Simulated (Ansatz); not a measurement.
**BaTe: stress in a strained cell**

Aim: deform BaTe (equal xy, yz and zx engineering shear strains of +2 %) and compute stress, forces and field gradients with LAPW, PAW and all-electron datasets made for the crystal.

Method: DFT PBEsol, scalar-relativistic, in Ansatz 0.2.0.

### 1 The starting structure

Symmetry: Fm-3m, No. 225, cubic system. The conventional cell has a = 6.820 Å, b = 6.820 Å, c = 6.820 Å, α = 90.00°, β = 90.00°, γ = 90.00°. Ba (site symmetry m-3m) is surrounded by 6 Te at 3.41 Å. Te (site symmetry m-3m) is surrounded by 6 Ba at 3.41 Å.

Coordinates:

```
Ba Te
1.0
     0.00000    3.41000    3.41000
     3.41000    0.00000    3.41000
     3.41000    3.41000    0.00000
Ba Te
1 1
Cartesian
  0.0000 0.0000 0.0000
  3.4100 3.4100 3.4100
```

Atoms are numbered in the order of the input: Ba1, Te2.

### 2 After the deformation

Space group Fm-3m before, R-3m after.

### 3 LAPW, all electrons

File input.yaml:

```yaml
crystal:
  lattice:
    - [0.0682, 3.4441, 3.4441]
    - [3.4441, 0.0682, 3.4441]
    - [3.4441, 3.4441, 0.0682]
  atoms:
    - { symbol: Ba, position: [0.0, 0.0, 0.0] }
    - { symbol: Te, position: [0.5, 0.5, 0.5] }
kpoints:
  mp_grid: { grid: [10, 10, 10] }
  band_path:
    path:
      - [0.0, 0.0, 0.0]
      - [0.5, 0.5, 0.5]
      - [0.2451701269, 0.5, 0.7548298731]
      - [-0.2451701269, 0.2451701269, 0.5]
      - [0.0, 0.0, 0.5]
      - [0.0, 0.0, 0.0]
      - [-0.3725850634, 0.0, 0.3725850634]
      - [0.0, 0.3725850634, 0.6274149366]
      - [0.0, 0.5, 0.5]
    npoints: 5
scf:
  occupations: { method: fermi_dirac, width: 0.05 }
hamiltonian:
  xc: pbesol
  pseudopotentials: { kind: all_electron, lapw: { basis_error: 0.00025 } }
output:
  forces: true
  stress: true
  eigenvalues: true
```

Started as:

```
> ansatz run input.yaml --threads 1 --pin off --max-ram 3072MiB --backend cpu --events-out ev --progress --plain --runs-dir out
```

### 4 Frozen-core PAW

File input.yaml:

```yaml
crystal:
  lattice:
    - [0.0682, 3.4441, 3.4441]
    - [3.4441, 0.0682, 3.4441]
    - [3.4441, 3.4441, 0.0682]
  atoms:
    - { symbol: Ba, position: [0.0, 0.0, 0.0] }
    - { symbol: Te, position: [0.5, 0.5, 0.5] }
kpoints:
  mp_grid: { grid: [10, 10, 10] }
scf:
  occupations: { method: fermi_dirac, width: 0.05 }
hamiltonian:
  xc: pbesol
  pseudopotentials: { kind: paw }
output:
  forces: true
  stress: true
  eigenvalues: true
  efg: { contact_densities: true }
```

### 5 Datasets made for this crystal

Edit input.yaml of step 4 so:

```diff
@@ -14,3 +14,3 @@
   xc: pbesol
-  pseudopotentials: { kind: paw }
+  pseudopotentials: { kind: all_electron, datasets: crystal }
 output:
```

(Steps that only read results are left out.)

**Question.** What will these runs give? Wanted: pressure; largest shear or deviatoric stress.

As calculated:

| quantity | value |
| --- | --- |
| pressure | LAPW 1.91, PAW 1.90, crystal datasets 1.91 GPa |
| largest shear or deviatoric stress (LAPW) | 0.22 GPa |

The largest part of the stress beyond the pressure is 0.22 GPa in size; the atoms are carried along and not relaxed. No run of the undeformed cell stands beside it, so the pressure holds what the given cell had before the change. PAW: stress within 0.01 GPa of LAPW. Crystal datasets: stress within 0.01 GPa of LAPW. Spin-orbit coupling is left out, though the cell holds Ba; in elements this heavy it can shift bands and gaps by tenths of an eV.
